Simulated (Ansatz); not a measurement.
Relaxed (111) slab cut from BiTe (space group Fm-3m (No. 225)); the slab's formula is Bi3Te2, its outer planes Bi (top) and Bi (bottom):

```xyz
5
Lattice="4.5979 0.0000 0.0000 -2.2989 3.9819 0.0000 0.0000 0.0000 22.5083" Properties=species:S:1:pos:R:3 pbc="T T T"
Bi    2.2989    1.3273    7.4972
Te    0.0000    0.0000    9.2390
Bi    0.0000    2.6546   11.2542
Te    2.2989    1.3273   13.2693
Bi    0.0000    0.0000   15.0111
```

The calculation used DFT PBE, scalar-relativistic, plane waves, PAW in Ansatz 0.2.0. Settings: cutoff 420 eV, Γ-centred mesh 9×9×1 on the computed 5-atom cell, Gaussian smearing of 0.10 eV; no spin polarisation. A dipole correction removes the field between periodic images along c.

The potential is the smooth part; its values at the atoms depend on the PAW datasets.

Task: How does the plane-averaged electrostatic potential energy of an electron run along c, counted from the Fermi level?

Result: (z (Å), V (eV)): (2.53, 4.24), (2.81, 4.24), (3.09, 4.24), (3.38, 4.24), (3.66, 4.23), (3.94, 4.23), (4.22, 4.22), (4.50, 4.21), (4.78, 4.19), (5.06, 4.14), (5.35, 4.05), (5.63, 3.87), (5.91, 3.52), (6.19, 2.84), (6.47, 1.50), (6.75, -1.17), (7.03, -5.41), (7.32, -8.70), (7.60, -9.30), (7.88, -7.26), (8.16, -4.05), (8.44, -2.88), (8.72, -1.96), (9.00, 0.12), (9.28, 1.13), (9.57, -0.18), (9.85, -1.42), (10.13, -0.98), (10.41, -1.17), (10.69, -4.19), (10.97, -7.76), (11.25, -9.15), (11.54, -7.76), (11.82, -4.19), (12.10, -1.17), (12.38, -0.98), (12.66, -1.42), (12.94, -0.18), (13.22, 1.13), (13.50, 0.12), (13.79, -1.96), (14.07, -2.88), (14.35, -4.05), (14.63, -7.26), (14.91, -9.30), (15.19, -8.70), (15.47, -5.41), (15.76, -1.17), (16.04, 1.50), (16.32, 2.84), (16.60, 3.52), (16.88, 3.87), (17.16, 4.05), (17.44, 4.14), (17.73, 4.19), (18.01, 4.21), (18.29, 4.22), (18.57, 4.23), (18.85, 4.23), (19.13, 4.24), (19.41, 4.24), (19.69, 4.24), (19.98, 4.24)

The vacuum level lies 4.24 eV above the Fermi level.

Spin-orbit coupling is left out, which matters for the bands of heavy elements.

Cost: 1 run of about 0.83 core-minutes, on Intel Xeon 6975P-C (Granite Rapids) (shared hosts).